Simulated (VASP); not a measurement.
## Pb: single point with PBE

The system is Pb, a slab with vacuum.

```xyz
4
Lattice="3.4800 0.0000 0.0000 -1.7400 3.0138 0.0000 0.0000 0.0000 23.3850" Properties=species:S:1:pos:R:3 pbc="T T T"
Pb    1.7400    1.0046    7.5000
Pb    0.0000    2.0092   10.2950
Pb    1.7400    1.0046   13.0900
Pb    0.0000    2.0092   15.8850
```

The slab is cut from a database's or a generator's crystal, which needn't be the stable form of the element.

The cell isn't the ideal one: the (0 0 1) slab of Pb, cut from the database cell, not relaxed.

```yaml
Program: VASP 6.6.1
Task: single point
Functional: PBE
Potentials_or_basis: VASP PAW PBE potentials, release 64 (Pb_d)
Cutoff: 520 eV
k_mesh: 9 × 9 × 1
Occupations: fermi-dirac, width 0.05 eV
Spin: no spin polarisation
```

- Largest force: 0.409 eV/Å
- Band gap on the k mesh: none (metal or under the smearing width)

Forces in eV/Å, atoms in the order of the input:
```
Pb   0.000  0.000 -0.020
Pb   0.000  0.000 -0.409
Pb   0.000  0.000  0.409
Pb   0.000  0.000  0.020
```

Levels at points of the mesh, in eV from the Fermi level:
```
           k point  band 24  band 25  band 26  band 27  band 28  band 29  band 30  band 31  band 32  band 33
(0.00, 0.00, 0.00)    -8.52    -3.44    -1.41     1.12     3.11     3.55     4.98     5.01     5.87     5.87
```

Wall time 4.2 min on 1 thread of Intel(R) Xeon(R) Platinum 8488C (Sapphire Rapids), on a shared host, peak memory 0.38 GiB.

Spin-orbit coupling is left out, which matters for the levels of Pb.
